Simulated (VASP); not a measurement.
# TePb (Fm-3m) in VASP: further runs, part 2 of 2

VASP 6.6.1.

### 3 Relaxation of cell and atoms, PBE

This run uses another cell than the first one, of 35.42 Å³/atom, 1.050 times its volume.

The input, INCAR:

```
SYSTEM = TePb
ALGO = Normal ; EDIFF = 1E-7
EDIFFG = -0.005 ; ENCUT = 600
GGA = PE ; IBRION = 2
ISIF = 3 ; ISMEAR = 0
LASPH = .True. ; LCHARG = .False.
LREAL = .False. ; LWAVE = .False.
NELM = 80 ; NSW = 90
PREC = Accurate ; SIGMA = 0.03
```

The input, KPOINTS:

```
k-points
0
Gamma
  8 8 8
  0 0 0
```

The input, POSCAR:

```
TePb                                    
1.0
    0.0000000000      3.2840937665      3.2840937665
    3.2840937665      0.0000000000      3.2840937665
    3.2840937665      3.2840937665      0.0000000000
  Te              Pb            
     1     1
Direct
     0.5000000000000000    0.5000000000000000    0.5000000000000000
     0.0000000000000000    0.0000000000000000    0.0000000000000000
```

Potentials or basis: VASP PAW PBE potentials, release 64 (Te, Pb_d).

The run is started by

```sh
$ cat potpaw_PBE.64/Te/POTCAR potpaw_PBE.64/Pb_d/POTCAR > POTCAR
$ mpirun -np 1 vasp_std > vasp.out
```

OUTCAR:

```text
SYSTEM = TePb
   EDIFF = 1E-7
   EDIFFG = -0.005
   ENCUT = 600
   GGA = PE
   IBRION = 2
   ISIF = 3
   ISMEAR = 0
   LASPH = .True.
   LREAL = .False.
   NELM = 80
   NSW = 90
   PREC = Accurate

 ion  position               nearest neighbor table
   1  0.500  0.500  0.500-   2 3.28   2 3.28   2 3.28   2 3.28   2 3.28   2 3.28
   2  0.000  0.000  0.000-   1 3.28   1 3.28   1 3.28   1 3.28   1 3.28   1 3.28

  LATTYP: Found a face centered cubic cell.
 ALAT       =     6.5681875330

  Lattice vectors:

 A1 = (   0.0000000000,   3.2840937665,   3.2840937665)
 A2 = (   3.2840937665,   0.0000000000,   3.2840937665)
 A3 = (   3.2840937665,   3.2840937665,   0.0000000000)

Analysis of symmetry for initial positions (statically):
=====================================================================
 Subroutine PRICEL returns:
 Original cell was already a primitive cell.

 Routine SETGRP: Setting up the symmetry group for a
 face centered cubic supercell.

 Subroutine GETGRP returns: Found 48 space group operations
 (whereof 48 operations were pure point group operations)
 out of a pool of 48 trial point group operations.

[... 172 lines left out ...]
 k-point     1 :       0.0000    0.0000    0.0000
  band No.  band energies     occupation
      1     -11.6425      2.00000
      2     -11.6425      2.00000
      3     -11.6369      2.00000
      4     -11.6369      2.00000
      5     -11.6369      2.00000
      6      -6.6167      2.00000
      7      -0.7082      2.00000
      8       3.8441      2.00000
      9       3.8441      2.00000
     10       3.8441      2.00000
     11       9.0277      0.00000
     12       9.0277      0.00000
     13       9.0277      0.00000
     14      10.9148      0.00000
[... 377 lines left out ...]
      1     -11.6646      2.00000
      2     -11.6485      2.00000
      3     -11.6316      2.00000
      4     -11.6271      2.00000
      5     -11.6206      2.00000
      6      -5.1430      2.00000
      7      -3.1015      2.00000
      8       2.5039      2.00000
      9       2.6885      2.00000
     10       4.6282      2.00000
     11       6.4241      0.00000
     12       8.5315      0.00000
     13       8.9378      0.00000
     14      11.8912      0.00000

 [... further k-points ...]
[... 5 lines left out ...]
  --------------------------------------------------------------------------------------
  -------------------------------------------------------------------------------------
  Total        0.0055817      0.0055817      0.0055817      0.0000000     -0.0000000     -0.0000000
  in kB        0.1262412      0.1262412      0.1262412      0.0000000     -0.0000000     -0.0000000
  external PRESSURE =       0.1262412 kB  Pullay stress =       0.0000000 kB

 VOLUME and BASIS-vectors are now :
 -----------------------------------------------------------------------------
  energy-cutoff  :      600.00
  volume of cell :       70.84
      direct lattice vectors                 reciprocal lattice vectors
     0.000000000  3.284093766  3.284093766    -0.152249002  0.152249002  0.152249002
     3.284093766  0.000000000  3.284093766     0.152249002 -0.152249002  0.152249002
     3.284093766  3.284093766  0.000000000     0.152249002  0.152249002 -0.152249002

 POSITION                                       TOTAL-FORCE (eV/Angst)
 -----------------------------------------------------------------------------------
      3.28409      3.28409      3.28409        -0.000000     -0.000000     -0.000000
      0.00000      0.00000      0.00000         0.000000      0.000000      0.000000
 -----------------------------------------------------------------------------------
    total drift:                                0.000000     -0.000000     -0.000000

  FREE ENERGIE OF THE ION-ELECTRON SYSTEM (eV)
  ---------------------------------------------------
  free  energy   TOTEN  =        -7.5229964431 eV

  energy  without entropy=       -7.5229964431  energy(sigma->0) =       -7.52299644

 reached required accuracy - stopping structural energy minimisation
```

CONTCAR:

```text
TePb
   1.00000000000000
     0.0000000000000000    3.2840937664999998    3.2840937664999998
     3.2840937664999998    0.0000000000000000    3.2840937664999998
     3.2840937664999998    3.2840937664999998    0.0000000000000000
  Te              Pb
     1     1
Direct
     0.5000000000000000    0.5000000000000000    0.5000000000000000
     0.0000000000000000    0.0000000000000000    0.0000000000000000

  0.00000000E+00  0.00000000E+00  0.00000000E+00
  0.00000000E+00  0.00000000E+00  0.00000000E+00
```

Run time: 20 s. Hardware: 1 thread of Intel Xeon 6975P-C (Granite Rapids), shared host; peak memory 0.25 GiB.

What came out:

```
Free energy             : -7.5230 eV
Pressure after relaxing : 0.0 GPa
Band gap on the k mesh  : 0.83 eV, direct
```

Final structure:
```
Te Pb
1.0
     0.00000    3.28409    3.28409
     3.28409    0.00000    3.28409
     3.28409    3.28409    0.00000
Te Pb
1 1
Direct
  0.50000 0.50000 0.50000
  0.00000 0.00000 0.00000
```

Levels at points of the mesh, in eV from the valence-band top:
```
           k point  band 8  band 9  band 10  band 11  band 12  band 13
(0.00, 0.00, 0.00)   -1.16   -1.16    -1.16     4.03     4.03     4.03
(0.50, 0.00, 0.00)   -0.73   -0.73     0.00     0.83     1.39     1.39
(0.50, 0.50, 0.00)   -4.11   -2.52    -2.52     3.51     5.31     5.31
```

Caveat: the relaxation stopped at its first step, so nothing moved; spin-orbit coupling is left out, which as a rule narrows the gap of such compounds by several tenths of an eV. A k mesh can miss the band edges.
